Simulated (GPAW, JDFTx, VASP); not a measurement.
**One calculation of MoS2, 3 ways**

```xyz
3
Lattice="1.5800 0.9122 6.1500 -1.5800 0.9122 6.1500 0.0000 -1.8244 6.1500" Properties=species:S:1:pos:R:3 pbc="T T T"
Mo    0.0000    0.0000    0.0000
S     0.0000    0.0000    7.6936
S     0.0000    0.0000    4.6125
```

Measurements of this composition are mostly on another form, of space group No. 194.

Alike in all runs: task single point; functional PBEsol; k mesh 10 × 10 × 10; occupations gaussian, width 0.02 eV; no spin polarisation; no spin-orbit coupling. Pressure is positive in compression and, in plane waves, holds the error of the finite cutoff.

```json
{"program and potentials": "VASP, PBE PAW files Mo_sv, S, release 54, 520 eV", "plane-wave cutoff (eV)": "520", "notes": "potentials made for PBE", "pressure (GPa)": "0.33", "largest force (eV/Å)": "0.260"}
{"program and potentials": "JDFTx, PseudoDojo-SR-PBEsol-0.4.1-standard with smoothed tails", "plane-wave cutoff (eV)": "1088", "notes": "-", "pressure (GPa)": "0.41", "largest force (eV/Å)": "0.269"}
{"program and potentials": "GPAW, PAW data sets generated for this functional", "plane-wave cutoff (eV)": "600", "notes": "-", "pressure (GPa)": "0.21", "largest force (eV/Å)": "0.257"}
```

Force on atom 3 (S), eV/Å:

```csv
program and potentials,x,y,z
"VASP, PBE PAW files Mo_sv, S, release 54, 520 eV",0.000,0.000,-0.260
"JDFTx, PseudoDojo-SR-PBEsol-0.4.1-standard with smoothed tails",0.000,0.000,-0.269
"GPAW, PAW data sets generated for this functional",0.000,0.000,-0.257
```

The pressure spans 0.21 (GPAW, PAW data sets generated for this functional) to 0.41 GPa (JDFTx, PseudoDojo-SR-PBEsol-0.4.1-standard with smoothed tails).

The functional is the same throughout but for its coding, so the spread measures potentials, basis and numerics; runs on potential files found faulty are left out.

All three calculations push the sulfur of atom 3 along the threefold axis, away from the molybdenum plane of its own layer, with forces from 0.257 to 0.269 eV/Å. The given geometry therefore holds this sulfur too close to the metal: short-range repulsion outweighs the covalent Mo 4d–S 3p attraction, and relaxation would initially thicken the layer. The vanishing lateral components follow from the threefold symmetry.

The close agreement suggests that this force belongs to the geometry and functional rather than to a particular potential. The pressure is less well determined: its sign is common to all runs, but its spread is comparable to its size. As an average over directions, it can't separate strain within the strongly bonded layers from strain across the weakly bonded gap between them.

The layers have the trigonal-prismatic coordination familiar from the more common form and differ from it mainly in stacking, so a similarly thin layer there would probably feel a similar force. The relative stability of the two stackings remains undetermined.
